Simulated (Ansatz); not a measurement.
**Relaxation of P**

Method: Ansatz, DFT PBE+D3(BJ), scalar-relativistic, plane waves, PAW. Run with 420 eV cutoff, 10×4×8 k-mesh, Gaussian smearing of 0.10 eV, no spin polarisation.

What was changed: uniaxial strain along a, with b, c and atoms relaxed: -2.0 %.

Command:

```bash
ansatz run input.yaml --threads 1 --pin off --max-ram 2560MiB --backend cpu --events-out ev --progress --plain --runs-dir out
```

Input:

```yaml
crystal:
  lattice:
    - [3.2560738018, 0.0, 0.0]
    - [0.0, 10.2424784377, 0.0]
    - [0.0, 0.0, 4.1876961326]
  atoms:
    - { symbol: P, position: [0.0, 0.8936196554, 0.9280972034] }
    - { symbol: P, position: [0.5, 0.8936196554, 0.5719027966] }
    - { symbol: P, position: [0.5, 0.6063803446, 0.0719027966] }
    - { symbol: P, position: [0.0, 0.6063803446, 0.4280972034] }
    - { symbol: P, position: [0.5, 0.3936196554, 0.9280972034] }
    - { symbol: P, position: [0.0, 0.3936196554, 0.5719027966] }
    - { symbol: P, position: [0.0, 0.1063803446, 0.0719027966] }
    - { symbol: P, position: [0.5, 0.1063803446, 0.4280972034] }
basis:
  ecutwfc: 420
kpoints:
  mp_grid: { grid: [10, 4, 8] }
hamiltonian:
  xc: pbe
  dispersion: d3bj
scf:
  occupations: { method: gaussian, width: 0.1 }
output:
  forces: true
  stress: true
  eigenvalues: true
  write_density: true
  write_potential: true
  elf: true
  volumetric_format: npy
relax:
  adjacent_minimum: "off"
  f_tol: 0.008
  max_steps: 40
  cell: { stress_tol: 0.015, fix: [a, angles] }
```

F is the free energy. Steps run on the plane waves of an earlier cell, but the last one, and at times one on the way, on a freshly chosen basis, so a repeated geometry can differ a little in energy. The held parts of the cell keep their stress, so P needn't end at zero.

Steps:

```tsv
step	F − F(1) (eV)	largest force component (eV/Å)	V (Å³/atom)	P (GPa)
1	0.0000	0.037	17.458	1.29
2	-0.0034	0.047	17.441	1.18
3	-0.0048	0.012	17.711	0.86
4	-0.0051	0.018	17.557	1.22
5	-0.0053	0.002	17.618	1.01
6	-0.0056	0.002	17.618	1.02
```

Relaxed structure:

```cif
data_structure
_symmetry_space_group_name_H-M 'P 1'
_symmetry_Int_Tables_number 1
_cell_length_a 3.2561
_cell_length_b 10.1956
_cell_length_c 4.2456
_cell_angle_alpha 90.000
_cell_angle_beta 90.000
_cell_angle_gamma 90.000
_cell_volume 140.94
loop_
_atom_site_label
_atom_site_type_symbol
_atom_site_fract_x
_atom_site_fract_y
_atom_site_fract_z
_atom_site_occupancy
P1 P 0.00000 0.89379 0.92625 1
P2 P 0.50000 0.89379 0.57375 1
P3 P 0.50000 0.60621 0.07375 1
P4 P 0.00000 0.60621 0.42625 1
P5 P 0.50000 0.39379 0.92625 1
P6 P 0.00000 0.39379 0.57375 1
P7 P 0.00000 0.10621 0.07375 1
P8 P 0.50000 0.10621 0.42625 1
```

The structure is orthorhombic, space group Cmce (No. 64). Conventional cell: a = 3.256 Å, b = 10.196 Å, c = 4.246 Å, α = 90.00°, β = 90.00°, γ = 90.00°. Around P (site symmetry m) lie 3 P at 2.21 to 2.25 Å.

The run converged. Time: 94 s on 1 thread of Intel(R) Xeon(R) Platinum 8488C (Sapphire Rapids), with other jobs on the host, peak memory 0.61 GiB.